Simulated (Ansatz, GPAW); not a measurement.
**A Pd chain with a Ti atom bridging one bond: relaxation, then transmission at several levels**

Wanted: T(E) of a Pd chain with a Ti atom bridging one bond at a relaxed geometry in two programs, beside the unrelaxed structure.

Method: Ansatz plane waves; relaxation of the junction with the lead ends held, in the first sound run; inputs show where later runs differ, in GPAW 26.7.0 and Ansatz 0.2.0.

Most raw output is cut from this account.

## (1) Set-up

The cell holds 17 atoms: 16 Pd and 1 Ti. Its edges and angles: a = 9.000 Å, b = 9.000 Å, c = 40.200 Å, α = 90.0°, β = 90.0°, γ = 90.0°. Regions: left lead, 8 atoms (8 Pd); channel, 1 atom (1 Ti); right lead, 8 atoms (8 Pd). Vacuum lies along a and b. The structure is stacked along c, and the current runs across the ab planes.

## (2) Relaxation

Transmission follows bond lengths closely, so the atoms between the held lead ends are relaxed first, from a slightly shaken start that lets symmetry break.

The input, input.yaml:

```yaml
crystal:
  lattice:
    - [9.0, 0.0, 0.0]
    - [0.0, 9.0, 0.0]
    - [0.0, 0.0, 40.2]
  atoms:
    - { symbol: Pd, position: [0.5, 0.5, 0.0310945274] }
    - { symbol: Pd, position: [0.5, 0.5, 0.0932835821] }
    - { symbol: Pd, position: [0.5, 0.5, 0.1554726368] }
    - { symbol: Pd, position: [0.5, 0.5, 0.2176616915] }
    - { symbol: Pd, position: [0.5, 0.5, 0.2798507463] }
    - { symbol: Pd, position: [0.5, 0.5, 0.342039801] }
    - { symbol: Pd, position: [0.5036708748, 0.5011281043, 0.4038258919] }
    - { symbol: Pd, position: [0.4957991938, 0.4936845958, 0.4664318196] }
    - { symbol: Ti, position: [0.7097473297, 0.4970928135, 0.4998343511] }
    - { symbol: Pd, position: [0.4998271799, 0.4924107239, 0.5342724975] }
    - { symbol: Pd, position: [0.493243848, 0.506198747, 0.5962118667] }
    - { symbol: Pd, position: [0.5, 0.5, 0.657960199] }
    - { symbol: Pd, position: [0.5, 0.5, 0.7201492537] }
    - { symbol: Pd, position: [0.5, 0.5, 0.7823383085] }
    - { symbol: Pd, position: [0.5, 0.5, 0.8445273632] }
    - { symbol: Pd, position: [0.5, 0.5, 0.9067164179] }
    - { symbol: Pd, position: [0.5, 0.5, 0.9689054726] }
kpoints:
  mp_grid: { grid: [1, 1, 2] }
hamiltonian:
  xc: pbe
scf:
  occupations: { method: fermi_dirac, width: 0.1 }
relax:
  f_tol: 0.03
  max_steps: 80
  constraints: [{ sites: [0, 1, 2, 3, 4, 5, 11, 12, 13, 14, 15, 16] }]
```

Command:

```sh
> ansatz run input.yaml --threads 4 --pin off --max-ram 8192MiB --backend cpu --events-out ev --progress --plain --runs-dir out
```

The job ended after 8.1 min (4 threads of Arm Neoverse N1, shared host; peak memory 4.9 GiB; 32 min of CPU time).

The steps of the relaxation:

```csv
step,energy less that of the first step (eV),largest force component (eV/Å)
1,0.0000,2.6663
2,-0.3598,1.2196
3,-0.4829,0.7618
4,-0.6107,0.3297
5,-0.7265,0.1735
6,-0.8010,0.1401
7,-0.8375,0.0872
8,-0.8594,0.0556
9,-0.8722,0.0576
10,-0.8778,0.0201
11,-0.8778,0.0202
12,-0.8785,0.0203
13,-0.8788,0.0154
14,-0.8789,0.0073
```

The atoms that moved most (Å):

```csv
atom,dx,dy,dz,length
Ti9,-0.985,0.562,0.007,1.134
Pd11,0.931,0.420,0.123,1.029
Pd7,0.840,0.454,-0.123,0.963
Pd8,-0.140,-0.115,-0.387,0.427
Pd10,-0.174,-0.102,0.361,0.414
```

This step gave:

| Property | Result |
| --- | --- |
| free energy | -114026.1714 eV |
| smearing term TS | 1.532 eV |
| symmetry operations | 1 |

The relaxation lowered the energy of the cell by 0.879 eV.

## (3) Plane-wave reference (PBE)

A plane-wave run comes first: its basis does not favour the atoms, so it serves as the reference for the orbital bases.

This step: Ansatz plane waves; Landauer transmission by layers, zero bias (Ansatz 0.2.0).

The input, input.yaml:

```yaml
crystal:
  lattice:
    - [9.0, 0.0, 0.0]
    - [0.0, 9.0, 0.0]
    - [0.0, 0.0, 40.2]
  atoms:
    - { symbol: Pd, position: [0.5, 0.5, 0.0310945274] }
    - { symbol: Pd, position: [0.5, 0.5, 0.0932835821] }
    - { symbol: Pd, position: [0.5, 0.5, 0.1554726368] }
    - { symbol: Pd, position: [0.5, 0.5, 0.2176616915] }
    - { symbol: Pd, position: [0.5, 0.5, 0.2798507463] }
    - { symbol: Pd, position: [0.5, 0.5, 0.342039801] }
    - { symbol: Pd, position: [0.5970137504, 0.551575533, 0.4007783223] }
    - { symbol: Pd, position: [0.4801949727, 0.4809547558, 0.4568065729] }
    - { symbol: Ti, position: [0.6002541356, 0.5595088113, 0.5000078668] }
    - { symbol: Pd, position: [0.4805348473, 0.4810559732, 0.5432564265] }
    - { symbol: Pd, position: [0.5967419372, 0.5529152136, 0.5992613142] }
    - { symbol: Pd, position: [0.5, 0.5, 0.657960199] }
    - { symbol: Pd, position: [0.5, 0.5, 0.7201492537] }
    - { symbol: Pd, position: [0.5, 0.5, 0.7823383085] }
    - { symbol: Pd, position: [0.5, 0.5, 0.8445273632] }
    - { symbol: Pd, position: [0.5, 0.5, 0.9067164179] }
    - { symbol: Pd, position: [0.5, 0.5, 0.9689054726] }
kpoints:
  mp_grid: { grid: [1, 1, 2] }
hamiltonian:
  xc: pbe
scf:
  occupations: { method: fermi_dirac, width: 0.1 }
output:
  transmission:
    leads: [[0, 1]]
    e_range: [-2, 2]
    de: 0.025
    kmesh: [1, 1]
    reduced_basis: true
  write_potential: true
  write_density: true
  volumetric_format: npy
```

The job ended after 4.9 min (4 threads; peak memory 5.1 GiB; 14 min of CPU time).

Numbers from this step:

| Item | Value |
| --- | --- |
| free energy | -114026.1716 eV |
| lead level | 0 eV from the Fermi level |
| transmission at the Fermi level (one spin) | 1.0000 |
| open channels of the lead at the Fermi level (one spin) | 4 |
| step of the potential along the lead | 1.8 meV |
| offset of the lead | 0 Å |
| filling of the lead less its bulk value, in size | 10.7 meV |
| conductance | 0.9991 G₀ |

One spin. Transmission, zone mean against energy, zero at the Fermi level:

```csv
energy (eV),"transmission, zone mean"
-2.000,0.164
-1.900,0.981
-1.800,0.375
-1.600,0.265
-1.400,0.475
-1.200,0.657
-1.000,0.965
-0.800,1.33
-0.600,0.825
-0.575,1.45
-0.400,0.943
-0.325,1.01
-0.200,0.985
0.000,1.000
0.200,0.999
0.400,0.948
0.600,0.771
0.800,0.770
1.000,0.960
1.200,0.904
1.400,0.968
1.475,0.998
1.600,0.771
1.800,0.949
2.000,0.965
```

One spin. The open channels, zone mean by energy, zero at the Fermi level:

```csv
energy (eV),"open channels, zone mean"
-2.000,3
-1.800,3
-1.600,3
-1.400,3
-1.200,3
-1.000,5
-0.800,5
-0.600,5
-0.400,4
-0.200,4
0.000,4
0.200,1
0.400,1
0.600,1
0.800,1
1.000,1
1.200,1
1.400,1
1.600,1
1.800,1
2.000,1
```

Crystal 0, spin -, k parallel (0, 0); distinct values, listed up to 1.5 1/Å. Im kz of the slowest decaying states against energy, zero at the Fermi level:

```csv
energy (eV),decay 1 (Å⁻¹),decay 2 (Å⁻¹),decay 3 (Å⁻¹),decay 4 (Å⁻¹)
-2.000,0.728,0.817,0.818,1.35
-1.800,0.678,0.726,0.727,1.33
-1.600,0.611,0.612,0.624,1.31
-1.400,0.448,0.449,0.564,1.29
-1.200,0.0277,0.0394,0.496,1.27
-1.000,0.417,1.25,1.26,1.37
-0.800,0.319,1.23,1.24,1.35
-0.600,0.172,1.21,1.22,1.33
-0.400,0.400,0.400,1.19,1.20
-0.200,0.554,1.17,1.17,1.28
0.000,0.658,1.15,1.15,1.26
0.200,0.0868,0.0875,0.100,0.736
0.400,0.177,0.177,0.225,0.798
0.600,0.228,0.228,0.301,0.850
0.800,0.263,0.263,0.361,0.895
1.000,0.289,0.289,0.411,0.933
1.200,0.307,0.307,0.454,0.967
1.400,0.320,0.320,0.491,0.972
1.600,0.327,0.327,0.525,0.943
1.800,0.330,0.330,0.554,0.914
2.000,0.327,0.327,0.581,0.884
```

Crystal 0, spin -, k parallel (0, 0). The Re kz of states that move upwards by energy, zero at the Fermi level:

```csv
energy (eV),channel 1 (Å⁻¹),channel 2 (Å⁻¹),channel 3 (Å⁻¹),channel 4 (Å⁻¹),channel 5 (Å⁻¹)
-2.000,-0.780,-0.780,0.603,-,-
-1.800,-0.710,-0.710,0.637,-,-
-1.600,-0.646,-0.646,0.672,-,-
-1.400,-0.585,-0.585,0.707,-,-
-1.200,-0.527,-0.527,0.744,-,-
-1.000,-0.470,-0.470,0.492,0.493,0.783
-0.800,-0.413,-0.413,0.756,0.756,0.826
-0.600,-0.355,-0.354,0.873,1.12,1.12
-0.400,-0.293,-0.293,0.205,0.927,-
-0.200,-0.226,-0.225,0.336,0.993,-
0.000,-0.141,-0.140,0.426,1.08,-
0.200,0.497,-,-,-,-
0.400,0.558,-,-,-,-
0.600,0.609,-,-,-,-
0.800,0.655,-,-,-,-
1.000,0.695,-,-,-,-
1.200,0.732,-,-,-,-
1.400,0.765,-,-,-,-
1.600,0.796,-,-,-,-
1.800,0.825,-,-,-,-
2.000,0.853,-,-,-,-
```

The electrostatic potential energy of an electron (with the applied field's), less the Fermi level, planar mean oscillates, so the rows of the table below give means over windows of 2.38 Å about each position, cut where the curve ends. Its first 14 maxima inside the range that stand out by 2 % of the span (Å: eV): 2.5: 5.04, 5.1: 5.03, 7.4: 5.02, 10.0: 5.00, 12.5: 4.93, 14.9: 4.65, 17.1: 4.21, 19.2: 2.96, 21.0: 2.97, 23.1: 4.21, 25.3: 4.65, 27.7: 4.93, 30.2: 5.00, 32.8: 5.02. Its first 14 minima: 1.2: 3.42, 3.7: 3.41, 6.3: 3.39, 8.8: 3.39, 11.3: 3.35, 13.7: 3.23, 16.1: 2.99, 18.5: 2.29, 20.1: 2.14, 21.7: 2.29, 24.1: 2.99, 26.5: 3.23, 28.9: 3.35, 31.4: 3.39.

Table of electrostatic potential energy of an electron (with the applied field's), less the Fermi level, planar mean by z; means over each step:

```csv
z (Å),"electrostatic potential energy of an electron (with the applied field's), less the Fermi level, planar mean (eV)"
1.19,4.25
3.57,4.25
5.95,4.25
8.33,4.24
10.71,4.22
13.09,4.14
15.47,3.87
17.85,3.24
20.23,2.59
22.61,3.32
24.99,3.89
27.37,4.18
29.75,4.25
32.13,4.27
34.51,4.27
36.89,4.27
39.27,4.10
```

The valence density, planar mean oscillates, so the rows of the table below give means over windows of 2.46 Å about each position, cut where the curve ends. Its first 14 maxima inside the range that stand out by 2 % of the span (Å: e/Å³): 1.2: 0.210, 3.7: 0.211, 6.3: 0.212, 8.8: 0.211, 11.3: 0.209, 13.7: 0.210, 16.1: 0.211, 18.3: 0.212, 20.1: 0.138, 21.9: 0.212, 24.1: 0.211, 26.5: 0.210, 28.9: 0.209, 31.4: 0.211. Its first 14 minima: 2.5: 0.0149, 5.1: 0.0151, 7.4: 0.0150, 10.0: 0.0149, 12.5: 0.0149, 14.9: 0.0171, 17.3: 0.0206, 19.4: 0.0391, 20.8: 0.0390, 22.9: 0.0206, 25.3: 0.0172, 27.7: 0.0149, 30.2: 0.0149, 32.8: 0.0150.

Table of valence density, planar mean by z; means over each step:

z (Å), valence density, planar mean (e/Å³) and a bar from the least value:
```
     1.23      0.090 ##
     3.69      0.090 ##
     6.15      0.090 ##
     8.61      0.090 ##
    11.07      0.090 ##
    13.53      0.090 ##
    15.99      0.092 ####
    18.45      0.100 ############
    20.91      0.118 ##############################
    23.37      0.102 ##############
    25.83      0.094 #####
    28.29      0.089 #
    30.75      0.089 #
    33.21      0.089 
    35.67      0.089 
    38.13      0.088
```

T at the Fermi level is 1.000 of 4 open channels a spin.

## (4) GPAW, dzp

Localised orbitals split the wire into layers that couple to their neighbours alone, which is what the Green's function method needs; double zeta with polarisation is the usual level for numbers.

This step: GPAW LCAO, PAW setups; Landauer transmission from Green's functions with principal layers (ASE), zero bias (GPAW 26.7.0).

The input, run.py:

```python
import json
import numpy as np
from ase import Atoms
from ase.transport.calculators import TransportCalculator
from gpaw import GPAW, FermiDirac
from gpaw.lcao.tools import get_lcao_hamiltonian
from scipy.linalg import eigh

# The junction with lead layers at both ends, along the third cell vector
device = Atoms(
    ['Pd', 'Pd', 'Pd', 'Pd', 'Pd', 'Pd', 'Pd', 'Pd', 'Ti', 'Pd', 'Pd', 'Pd', 'Pd', 'Pd', 'Pd', 'Pd', 'Pd'],
    positions=[
        [4.50000, 4.50000, 1.25000],
        [4.50000, 4.50000, 3.75000],
        [4.50000, 4.50000, 6.25000],
        [4.50000, 4.50000, 8.75000],
        [4.50000, 4.50000, 11.25000],
        [4.50000, 4.50000, 13.75000],
        [5.37312, 4.96418, 16.11129],
        [4.32175, 4.32859, 18.36362],
        [5.40229, 5.03558, 20.10032],
        [4.32481, 4.32950, 21.83891],
        [5.37068, 4.97624, 24.09030],
        [4.50000, 4.50000, 26.45000],
        [4.50000, 4.50000, 28.95000],
        [4.50000, 4.50000, 31.45000],
        [4.50000, 4.50000, 33.95000],
        [4.50000, 4.50000, 36.45000],
        [4.50000, 4.50000, 38.95000]],
    cell=[[9.0, 0.0, 0.0], [0.0, 9.0, 0.0], [0.0, 0.0, 40.2]],
    pbc=True)

# One principal layer of the lead: the first 5 atoms of the device
lead = Atoms(
    ['Pd', 'Pd', 'Pd', 'Pd', 'Pd'],
    positions=[
        [4.50000, 4.50000, 1.25000],
        [4.50000, 4.50000, 3.75000],
        [4.50000, 4.50000, 6.25000],
        [4.50000, 4.50000, 8.75000],
        [4.50000, 4.50000, 11.25000]],
    cell=[[9.0, 0.0, 0.0], [0.0, 9.0, 0.0], [0.0, 0.0, 12.5]],
    pbc=True)

settings = dict(mode='lcao', basis='dzp', xc='PBE', h=0.2,
                occupations=FermiDirac(0.1), maxiter=250,
                mixer=dict(beta=0.1, nmaxold=8, weight=100.0),
                convergence=dict(density=0.0001))
energies = np.arange(-2, 2 + 1e-9, 0.025)
eta = 0.0001
n1, n2 = 1, 1
# k and -k transmit alike, so half of the mesh across the current serves
mesh = [(i, j) for i in range(n1) for j in range(n2) if (i, j) <= (-i % n1, -j % n2)]
weights = np.array([1 if (i, j) == (-i % n1, -j % n2) else 2 for i, j in mesh]) / (n1 * n2)

# [... helper functions left out ...]
fermi_lead = ground_state(lead, (1, 1, 9), 'lead.txt')
fermi_device = ground_state(device, (1, 1, 2), 'device.txt')
# [... loop over the mesh left out, but for ...]
        # Shift the lead onto the potential of the device's first layer
        shift = ((H[:, 0, 0] - H0[:, 0, 0]) / S0[0, 0]).real.mean()
# [...]
kT = 8.617333e-5 * 300
bias = [0.1, 0.2, 0.5, 1.0, 1.5, 2.0]
# [... integrals and printing left out ...]
```

Command:

```sh
> OMP_NUM_THREADS=1 OPENBLAS_NUM_THREADS=1 python run.py
```

It took 15 min on 1 thread; peak memory 1.7 GiB.

This step gave:

```yaml
conductance: 0.9930 G₀
largest_coupling_past_the_next_principal_layer: 1.07e-4 eV
largest_misfit_of_the_first_principal_layer: 0.05044 eV
shift_that_aligns_the_lead: -8.31e-4 eV
basis_functions_of_the_junction: 461
basis_functions_of_a_principal_layer: 135
transmission_at_the_fermi_level_one_spin: 0.9937
```

One spin. The transmission, zone mean by energy, zero at the Fermi level:

energy (eV), transmission, zone mean and a bar from the least value:
```
   -2.000       0.16 
   -1.900       0.99 ######################
   -1.800       0.38 ######
   -1.700       0.25 ##
   -1.600       0.24 ##
   -1.500       0.29 ####
   -1.400       0.40 ######
   -1.300       0.54 ##########
   -1.200       0.65 #############
   -1.100       0.69 ##############
   -1.000       0.66 ##############
   -0.900       0.87 ###################
   -0.800       1.12 ##########################
   -0.750       1.28 ##############################
   -0.700       1.19 ############################
   -0.600       1.03 #######################
   -0.500       1.06 ########################
   -0.475       1.11 #########################
   -0.400       0.76 ################
   -0.300       1.01 #######################
   -0.200       0.99 ######################
   -0.100       0.99 ######################
    0.000       0.99 ######################
    0.100       0.99 ######################
    0.200       1.00 ######################
    0.300       0.99 ######################
    0.400       0.93 #####################
    0.500       0.83 ##################
    0.600       0.70 ###############
    0.700       0.64 #############
    0.800       0.78 #################
    0.900       0.99 ######################
    1.000       0.96 ######################
    1.100       0.93 #####################
    1.200       0.93 #####################
    1.300       0.95 #####################
    1.400       0.98 ######################
    1.475       1.00 ######################
    1.500       0.98 ######################
    1.600       0.78 #################
    1.700       0.92 ####################
    1.800       0.95 #####################
    1.900       0.96 #####################
    2.000       0.96 ######################
```

Crossings of the lead's bands, unfolded to its shortest repeat. The open channels, zone mean by energy, zero at the Fermi level:

energy (eV), open channels, zone mean and a bar from the least value:
```
   -2.000       3.00 ###############
   -1.800       3.00 ###############
   -1.600       3.00 ###############
   -1.400       3.00 ###############
   -1.200       3.00 ###############
   -1.000       5.00 ##############################
   -0.800       5.00 ##############################
   -0.600       5.00 ##############################
   -0.400       4.00 ######################
   -0.200       4.00 ######################
    0.000       4.00 ######################
    0.200       1.00 
    0.400       1.00 
    0.600       1.00 
    0.800       1.00 
    1.000       1.00 
    1.200       1.00 
    1.400       1.00 
    1.600       1.00 
    1.800       1.00 
    2.000       1.00
```

Not self-consistent under bias; the bias window is split evenly. The current through one cell, from the zero-bias transmission by bias:

```csv
bias (V),"current through one cell, from the zero-bias transmission (μA)"
0.100,7.69
0.200,15.4
0.500,38.4
1.000,74.1
1.500,109
2.000,144
```

Table of transmission of the three most open eigenchannels by energy, zero at the Fermi level:

```csv
energy (eV),channel 1,channel 2,channel 3
-2.000,0.155,0.00108,3.1e-4
-1.800,0.373,0.00326,5.9e-4
-1.600,0.233,0.00940,0.00145
-1.400,0.371,0.0224,0.00352
-1.200,0.612,0.0322,0.00779
-1.000,0.612,0.0282,0.0225
-0.800,0.679,0.426,0.00651
-0.600,0.966,0.0606,6.2e-4
-0.400,0.751,0.00549,0.00329
-0.200,0.969,0.0138,0.00183
0.000,0.986,0.00400,0.00230
0.200,0.996,2.2e-6,0
0.400,0.934,2.3e-6,0
0.600,0.704,2.3e-6,0
0.800,0.776,2.3e-6,0
1.000,0.964,2.4e-6,0
1.200,0.932,2.5e-6,0
1.400,0.979,2.5e-6,0
1.600,0.777,2.6e-6,0
1.800,0.949,2.6e-6,0
2.000,0.964,2.6e-6,0
```

At the Fermi level T is 0.994 against 1.000 in plane waves. Couplings past the next layer reach 1.1e-4 eV, small enough to drop; the matrix elements of the cell's first layer differ from the bulk lead's by up to 0.050 eV. That layer keeps its own values in the calculation, and only beyond it is the lead taken as perfect. The Fermi levels of lead and junction count from different zeros of potential, one for each periodic cell; with both set to zero, the small remaining shift is what aligns them. By hand: G = 0.9930 × 77.48 μS = 76.9 μS, a resistance of 13.0 kΩ; at 0.1 V a linear junction would pass 7.69 μA, and the integral over the bias window gives 7.69 μA.

## (5) Single-zeta polarised basis

The second zeta is dropped, the polarisation orbitals stay.

run.py, as its differences from that of step 4:

```diff
@@ -44,3 +44,3 @@
 
-settings = dict(mode='lcao', basis='dzp', xc='PBE', h=0.2,
+settings = dict(mode='lcao', basis='szp(dzp)', xc='PBE', h=0.2,
                 occupations=FermiDirac(0.1), maxiter=250,
```

It took 11 min on 1 thread; peak memory 1.6 GiB.

Numbers from this step:

* conductance: 0.9424 G₀
* largest coupling past the next principal layer: 1.09e-4 eV
* largest misfit of the first principal layer: 0.04992 eV
* shift that aligns the lead: -8.84e-5 eV
* basis functions of the junction: 256
* basis functions of a principal layer: 75
* transmission at the Fermi level (one spin): 0.9447

One spin. The transmission, zone mean by energy, zero at the Fermi level:

```csv
energy (eV),"transmission, zone mean"
-2.000,0.0457
-1.900,0.199
-1.800,0.817
-1.750,0.999
-1.700,0.888
-1.600,0.666
-1.500,0.628
-1.400,0.678
-1.300,0.732
-1.275,0.737
-1.200,0.699
-1.100,0.481
-1.000,0.540
-0.900,0.625
-0.800,0.785
-0.700,0.927
-0.600,1.35
-0.500,0.530
-0.400,0.540
-0.300,0.847
-0.200,0.975
-0.100,0.948
0.000,0.945
0.100,0.888
0.200,0.971
0.300,0.993
0.325,0.996
0.400,0.936
0.500,0.719
0.600,0.629
0.700,0.832
0.800,0.994
0.900,0.976
1.000,0.948
1.100,0.940
1.200,0.943
1.300,0.951
1.400,0.961
1.500,0.971
1.600,0.981
1.700,0.992
1.750,0.998
1.800,0.796
1.900,0.934
2.000,0.962
```

The conductance, 0.942 G₀, lies 5.1 % below that of the dzp run.

## (6) Minimal basis

The minimal basis is the cheapest rung: no second zeta and no polarisation.

run.py, as its differences from that of step 5:

```diff
@@ -44,3 +44,3 @@
 
-settings = dict(mode='lcao', basis='szp(dzp)', xc='PBE', h=0.2,
+settings = dict(mode='lcao', basis='sz(dzp)', xc='PBE', h=0.2,
                 occupations=FermiDirac(0.1), maxiter=250,
```

Wall time 7.5 min (1 thread); peak memory 1.5 GiB.

Numbers from this step:

| Property | Result |
| --- | --- |
| conductance | 0.9422 G₀ |
| largest misfit of the first principal layer | 0.04665 eV |
| shift that aligns the lead | 2.05e-4 eV |
| basis functions of the junction | 205 |
| basis functions of a principal layer | 60 |
| transmission at the Fermi level (one spin) | 0.9441 |

The conductance, 0.942 G₀, lies 5.1 % below that of the dzp run.

(Continued in part 2 of 2.)

[Logs are printed without paths, hosts, clocks, repeated set-up lines and the standing remarks that a program may print on its own settings, such as how far it seeks lower states.]

[Hosts, paths, dates, database ids (printed as entryN), source tags and the programs' standing remarks are cut or masked in the printed files.]
